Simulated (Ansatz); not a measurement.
# Yb (Yb, beta-Sn type): the cost of one run

Program: Ansatz 0.2.0. Level of theory: DFT RPBE, plane waves (420 eV) with PAW, scalar-relativistic; PBE-made PAW files. These are calculated values, not measurements.

## (1) The structure to begin with

Symmetry: I4_1/amd, No. 141, tetragonal system. Conventional cell: a = 6.822 Å, b = 6.822 Å, c = 3.725 Å, α = 90.00°, β = 90.00°, γ = 90.00°. Yb (site symmetry -4m2) is surrounded by 6 Yb at 3.54 to 3.73 Å.

Coordinates:

```
Yb
1.0
    -3.41120    3.41120    1.86252
     3.41120   -3.41120    1.86252
     3.41120    3.41120   -1.86252
Yb
2
Cartesian
  0.0000 0.0000 0.0000
  0.0000 3.4112 0.9313
```

## (2) Relaxing cell and atoms

The input, input.yaml:

```yaml
crystal:
  lattice:
    - [-3.4112000727, 3.4112000727, 1.8625152397]
    - [3.4112000727, -3.4112000727, 1.8625152397]
    - [3.4112000727, 3.4112000727, -1.8625152397]
  atoms:
    - { symbol: Yb, position: [0.0, 0.0, 0.0] }
    - { symbol: Yb, position: [0.75, 0.25, 0.5] }
hamiltonian:
  xc: rpbe
  pseudopotentials:
    kind: paw
    azcp:
      Yb: "pseudopotentials/Yb.paw.azcp"
basis:
  ecutwfc: 420
  fft_grid_basis: typed
kpoints:
  mp_grid: { grid: [10, 10, 7], shift: [0, 0, 0] }
magnetization:
  spin_polarized: false
scf:
  occupations: { method: fermi_dirac, width: 0.1 }
relax:
  max_steps: 60
  f_tol: 0.01
  cell: {}
```

**Question.** How long does this run take on 2 threads of Arm Neoverse V1, shared host, and how much memory does it need?

About 72 s, with a peak of 0.65 GiB.
